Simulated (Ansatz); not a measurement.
# InP: stress in a strained cell

InP is deformed so: z strained by +3 % at fixed volume. What stress and forces result, by LAPW, PAW and all-electron datasets made for the crystal?

The COD entry's cell or inner coordinates are ideal or old and differ from later refinements, so a difference from it is no clean test against experiment.

Computed with Ansatz 0.2.0 (DFT PBE, scalar-relativistic, unless a step's input says otherwise).

### 1 The starting structure

It takes space group F-43m (No. 216, cubic). The conventional cell has a = 5.861 Å, b = 5.861 Å, c = 5.861 Å, α = 90.00°, β = 90.00°, γ = 90.00°. Around In (site symmetry -43m) lie 4 P at 2.54 Å. Around P (site symmetry -43m) lie 4 In at 2.54 Å.

Structure file:

```cif
data_structure
_symmetry_space_group_name_H-M 'F-43m'
_symmetry_Int_Tables_number 216
_cell_length_a 5.8610
_cell_length_b 5.8610
_cell_length_c 5.8610
_cell_angle_alpha 90.000
_cell_angle_beta 90.000
_cell_angle_gamma 90.000
_cell_volume 201.33
loop_
_atom_site_label
_atom_site_type_symbol
_atom_site_symmetry_multiplicity
_atom_site_Wyckoff_symbol
_atom_site_fract_x
_atom_site_fract_y
_atom_site_fract_z
_atom_site_occupancy
In1 In 4 a 0.00000 0.00000 0.00000 1
P1 P 4 c 0.25000 0.25000 0.25000 1
```

The file gives the conventional cell by its symmetry; the runs use the cell typed in the input.

Atoms are numbered in the order of the input: In1, P2.

### 2 After the deformation

Space group F-43m before, I-4m2 after.

### 3 LAPW, all electrons

Input file input.yaml:

```yaml
crystal:
  lattice:
    - [0.0, 2.8875074498, 3.018415]
    - [2.8875074498, 0.0, 3.018415]
    - [2.8875074498, 2.8875074498, 0.0]
  atoms:
    - { symbol: In, position: [0.0, 0.0, 0.0] }
    - { symbol: P, position: [0.75, 0.75, 0.75] }
kpoints:
  mp_grid: { grid: [11, 11, 11] }
scf:
  occupations: { method: fermi_dirac, width: 0.03 }
hamiltonian:
  xc: pbe
  pseudopotentials: { kind: all_electron, lapw: { basis_error: 0.00025 } }
output:
  forces: true
  stress: true
  eigenvalues: true
```

Started as:

```console
$ ansatz run input.yaml --threads 1 --pin off --max-ram 2048MiB --backend cpu --events-out ev --progress --plain --runs-dir out
```

### 4 PAW with frozen cores

Changes to input.yaml since step 3:

```diff
@@ -14,3 +14,3 @@
   xc: pbe
-  pseudopotentials: { kind: all_electron, lapw: { basis_error: 0.00025 } }
+  pseudopotentials: { kind: paw }
 output:
@@ -19 +19,2 @@
   eigenvalues: true
+  efg: { contact_densities: true }
```

### 5 All-electron PAW on datasets made for the crystal

Changes to input.yaml since step 4:

```diff
@@ -14,3 +14,3 @@
   xc: pbe
-  pseudopotentials: { kind: paw }
+  pseudopotentials: { kind: all_electron, datasets: crystal }
 output:
```

(Steps that only read results are left out.)

**Question.** What will these runs give? Wanted: pressure; largest shear or deviatoric stress.

**Answer**, as computed:

```
                                 quantity                                           value
                                 pressure  LAPW 3.29, PAW 3.29, crystal datasets 3.29 GPa
largest shear or deviatoric stress (LAPW)                                        1.29 GPa
```

**Reading.** The largest part of the stress beyond the pressure is 1.29 GPa in size, in the zz component; the atoms are carried along and not relaxed. No run of the undeformed cell stands beside it, so pressure and stress hold what the given cell had before the change, as far as its symmetry allows. PAW: stress within 0.01 GPa of LAPW. Crystal datasets: stress within 0.01 GPa of LAPW.
